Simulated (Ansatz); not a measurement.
**Zr: stress in a strained cell**

Aim: deform Zr (equal xy, yz and zx engineering shear strains of +1 %) and compute stress, forces and field gradients with LAPW, PAW and all-electron datasets made for the crystal.

Method: DFT PBE, scalar-relativistic, in Ansatz 0.2.0.

## (1) The starting structure

Symmetry: Im-3m, No. 229, cubic system. Conventional cell: a = 3.620 Å, b = 3.620 Å, c = 3.620 Å, α = 90.00°, β = 90.00°, γ = 90.00°. Around Zr (site symmetry m-3m) lie 8 Zr at 3.14 Å.

Coordinates:

```
Zr
1.0
    -1.81000    1.81000    1.81000
     1.81000   -1.81000    1.81000
     1.81000    1.81000   -1.81000
Zr
1
Direct
  0.00000 0.00000 0.00000
```

## (2) The deformed structure

Space group Im-3m before, R-3m after.

## (3) All-electron LAPW

input.yaml

```yaml
crystal:
  lattice:
    - [-1.7919, 1.81, 1.81]
    - [1.81, -1.7919, 1.81]
    - [1.81, 1.81, -1.7919]
  atoms:
    - { symbol: Zr, position: [0.0, 0.0, 0.0] }
kpoints:
  mp_grid: { grid: [14, 14, 14] }
  band_path:
    path:
      - [0.0, 0.0, 0.0]
      - [0.0, 0.0, 0.5]
      - [-0.5, 0.5, 0.5]
      - [-0.7474684983, 0.2525315017, 0.2525315017]
      - [0.2525315017, 0.2525315017, 0.2525315017]
      - [0.0, 0.0, 0.0]
      - [-0.5, 0.0, 0.5]
    npoints: 5
scf:
  occupations: { method: fermi_dirac, width: 0.08 }
hamiltonian:
  xc: pbe
  pseudopotentials: { kind: all_electron, lapw: { basis_error: 0.0005 } }
output:
  forces: true
  stress: true
  eigenvalues: true
```

Launch:

```sh
> ansatz run input.yaml --threads 1 --pin off --max-ram 3072MiB --backend cpu --events-out ev --progress --plain --runs-dir out
```

## (4) Frozen-core PAW

input.yaml

```yaml
crystal:
  lattice:
    - [-1.7919, 1.81, 1.81]
    - [1.81, -1.7919, 1.81]
    - [1.81, 1.81, -1.7919]
  atoms:
    - { symbol: Zr, position: [0.0, 0.0, 0.0] }
kpoints:
  mp_grid: { grid: [14, 14, 14] }
scf:
  occupations: { method: fermi_dirac, width: 0.08 }
hamiltonian:
  xc: pbe
  pseudopotentials: { kind: paw }
output:
  forces: true
  stress: true
  eigenvalues: true
  efg: { contact_densities: true }
```

## (5) All-electron PAW on datasets made for the crystal

input.yaml, as its differences from that of step 4:

```diff
@@ -13,3 +13,3 @@
   xc: pbe
-  pseudopotentials: { kind: paw }
+  pseudopotentials: { kind: all_electron, datasets: crystal }
 output:
```

(Steps that only read results are left out.)

**Question.** What will these runs give? Wanted: pressure; largest shear or deviatoric stress.

**Answer**, as computed:

| quantity | value |
| --- | --- |
| pressure | LAPW -3.02, PAW -3.04, crystal datasets -3.01 GPa |
| largest shear or deviatoric stress (LAPW) | 0.31 GPa |

The largest part of the stress beyond the pressure is 0.31 GPa in size. No run of the undeformed cell stands beside it, so the pressure holds what the given cell had before the change. PAW: stress within 0.02 GPa of LAPW. Crystal datasets: stress within 0.01 GPa of LAPW.
